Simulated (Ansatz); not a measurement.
## What a trial cell of MnAs relaxes into

Computed with Ansatz, DFT PBE, scalar-relativistic, plane waves, PAW. Cutoff 420 eV, Γ-centred k mesh, Gaussian smearing, collinear spin, first started from parallel moments.

MnAs was placed on the tungsten carbide structure type (P-6m2, No. 187), with Mn in place of W, As in place of C, at a guessed volume.

```xyz
2
Lattice="3.1854 0.0000 0.0000 -1.5927 2.7587 0.0000 0.0000 0.0000 3.1069" Properties=species:S:1:pos:R:3 pbc="T T T"
Mn    0.0000    0.0000    0.0000
As    1.5927    0.9196    1.5534
```

Cell and atoms relax at zero pressure; the relaxation can't lower the symmetry of the start. After a coarse first stage the cell is made exact in the group found at 0.06 Å.

Formation energies are uncorrected and refer to the elements' standard structures at the same level.

Which crystal results?

It keeps P-6m2 (No. 187). The result has the tungsten carbide structure. Conventional cell: a = 3.232 Å, c = 3.225 Å. Mn is coordinated by 6 As at 2.47 Å; around As lie 6 Mn at 2.47 Å.

```
Mn As
1.0
     3.23249    0.00000    0.00000
    -1.61624    2.79942    0.00000
     0.00000    0.00000    3.22462
Mn As
1 1
Direct
  0.00000 0.00000 0.00000
  0.66667 0.33333 0.50000
```

What are its volume, energy, gap and moment?

The volume per atom is 14.59 Å³. The density is 7.39 g/cm³. The energy over the elements is -0.07 eV/atom. The gap on the 18×18×18 mesh is 0 eV (a metal), the net moment per atom is 0.99 μB and the largest site moment is 2.13 μB.

The final run used a 18×18×18 mesh on its 2-atom cell and 0.10 eV smearing. For metals, differences of a few meV/atom aren't resolved. Symmetry constrained the relaxation, so the result can be a saddle point. The steps took of the order of 4 core-minutes in all.